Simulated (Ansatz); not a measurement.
Write the native input for Ansatz 0.2.0 that does the following.

```yaml
Task: single point
Functional: PBE0
Potentials_or_basis: Ansatz PAW
Cutoff: "420 eV (not typed: the program's choice for these potentials)"
k_mesh: 5 × 5 × 5
Occupations: fermi-dirac, width 0.05 eV
Spin: spin-orbit coupling, no magnetisation
```

Ag:

```xyz
1
Lattice="-1.6104 1.6535 1.6182 1.6593 -1.6605 1.6741 1.6393 1.6895 -1.6252" Properties=species:S:1:pos:R:3 pbc="T T T"
Ag    0.0000    0.0000    0.0000
```

This isn't the form of Ag at room conditions, which is fcc.

The cell isn't the ideal one: cell sheared at random, sigma 0.01, atoms nudged by 0.01 Å.

The input as run:

input

```
crystal:
  lattice:
    - [-1.61038051, 1.65353266, 1.61815768]
    - [1.65930705, -1.6605473, 1.67409886]
    - [1.63933048, 1.68949727, -1.62517232]
  atoms:
    - { symbol: Ag, position: [0.0, 0.0, 0.0] }
hamiltonian:
  xc: pbe0
  pseudopotentials: { kind: paw_fr }
magnetization:
  noncollinear: true
  spin_orbit: true
kpoints:
  mp_grid: { grid: [5, 5, 5] }
scf:
  occupations: { method: fermi_dirac, width: 0.05 }
output:
  forces: true
  stress: true
  eigenvalues: true
```

Results of the run:

| Item | Value |
| --- | --- |
| Pressure | -2.0 GPa |
| Band gap on the k mesh | none (metal or under the smearing width) |

Caveat: the k mesh is coarse (spacing up to 0.54 Å⁻¹), so the values aren't converged, least of all with exact exchange; the PAW data sets come from PBE, with cores solved anew for the run's functional, which leaves a small shift of forces and pressure; the thresholds are loose for stress.

It took 120 s on 1 × NVIDIA H100 80GB HBM3 with 2 threads of AMD EPYC 7R13 Processor (Zen 3), with other jobs on the host, peak memory 1.6 GiB.
